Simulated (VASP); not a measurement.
Runs of VASP 6.6.1 on SnTe. Symmetry: Fm-3m, No. 225, cubic system. The conventional cell has a = 6.302 Å, b = 6.302 Å, c = 6.302 Å, α = 90.00°, β = 90.00°, γ = 90.00°. Te (site symmetry m-3m) has 6 Sn at 3.15 Å as nearest neighbours. Sn (site symmetry m-3m) has 6 Te at 3.15 Å as nearest neighbours. 

| task | level | spin | cell | k mesh | cutoff (eV) | smearing | pressure (GPa) | relaxed volume (Å³/atom) |
| --- | --- | --- | --- | --- | --- | --- | --- | --- |
| relaxation of cell and atoms | RPBE | off | relaxed | 7 × 7 × 7 | 600 | fermi-dirac 0.05 eV | 0.0 | (a) |
| band structure | revPBE | off | as given | 7 × 7 × 7 | 520 | fermi-dirac 0.05 eV | 3.2 | - |
| single point | PBE | off | as given | 7 × 7 × 7 | 520 | gaussian 0.011 eV | (b) | - |
| band structure | PW91 | off | as given | 7 × 7 × 7 | 520 | fermi-dirac 0.05 eV | 2.3 | - |
| relaxation of cell and atoms | BLYP | off | relaxed | 7 × 7 × 7 | 600 | fermi-dirac 0.05 eV | 0.0 | 35.93 |
| band structure | RPBE | off | as given | 7 × 7 × 7 | 520 | fermi-dirac 0.05 eV | 3.6 | - |
| relaxation of cell and atoms | revPBE | off | relaxed | 7 × 7 × 7 | 600 | fermi-dirac 0.05 eV | 0.0 | 33.67 |

Alike in all rows: potentials or basis VASP PAW PBE potentials, release 64 (Te, Sn_d).

Problem. Estimate the missing entries.

Solution. (a) 34.01; (b) 2.2.

Caveats: the PAW data sets were made with another functional, which shifts forces and pressure a little (some runs); the volume moved by +15 % from the deposited cell, more than functionals usually miss (some runs).
